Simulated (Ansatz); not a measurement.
# Ge (Germanium): the cost of one run

Method: DFT PBE, scalar-relativistic, plane waves, PAW, in Ansatz 0.2.0.

1 further run of the same task is left out (set aside as unsound or not needed).

### 1 Starting point

Symmetry: Fd-3m, No. 227, cubic system. Conventional cell: a = 5.761 Å, b = 5.761 Å, c = 5.761 Å, α = 90.00°, β = 90.00°, γ = 90.00°. Ge (site symmetry -43m) has 4 Ge at 2.49 Å as nearest neighbours.

As a file:

```cif
data_structure
_symmetry_space_group_name_H-M 'Fd-3m:1'
_symmetry_Int_Tables_number 227
_cell_length_a 5.7611
_cell_length_b 5.7611
_cell_length_c 5.7611
_cell_angle_alpha 90.000
_cell_angle_beta 90.000
_cell_angle_gamma 90.000
_cell_volume 191.21
loop_
_atom_site_label
_atom_site_type_symbol
_atom_site_symmetry_multiplicity
_atom_site_Wyckoff_symbol
_atom_site_fract_x
_atom_site_fract_y
_atom_site_fract_z
_atom_site_occupancy
Ge1 Ge 8 b 0.00000 0.00000 0.50000 1
```

This cell was relaxed beforehand with the same method: volume 23.90 Å³/atom, gap on the mesh none (metal).

### 2 Static run: bands, density of states and charges

File input.yaml:

```yaml
crystal:
  lattice:
    - [0.0, 2.8805364329, 2.8805364329]
    - [2.8805364329, 0.0, 2.8805364329]
    - [2.8805364329, 2.8805364329, 0.0]
  atoms:
    - { symbol: Ge, position: [0.0, 0.0, 0.0] }
    - { symbol: Ge, position: [0.25, 0.25, 0.25] }
basis:
  ecutwfc: 420
kpoints:
  mp_grid: { grid: [14, 14, 14] }
  band_path:
    path:
      - [[0.0, 0.0, 0.0], [0.5, 0.0, 0.5], [0.625, 0.25, 0.625]]
      - [[0.375, 0.375, 0.75], [0.0, 0.0, 0.0], [0.5, 0.5, 0.5], [0.5, 0.25, 0.75], [0.5, 0.0, 0.5]]
    npoints: 14
hamiltonian:
  xc: pbe
scf:
  occupations: { method: gaussian, width: 0.1 }
  n_extra_bands: 6
output:
  forces: true
  stress: true
  eigenvalues: true
  populations: true
  dos: { projected: true, de: 0.02, nscf_kmesh: { grid: [21, 21, 21] } }
  bader: true
  write_density: true
  write_potential: true
  elf: true
  volumetric_format: npy
```

Run with:

```
ansatz run input.yaml --threads 1 --pin off --max-ram 2560MiB --backend cpu --events-out ev --progress --plain --runs-dir out
```

**Question.** How long does this run take on 1 thread of an Arm CPU, shared host, and how much memory does it need?

About 34 s, with a peak of 0.4 GiB.
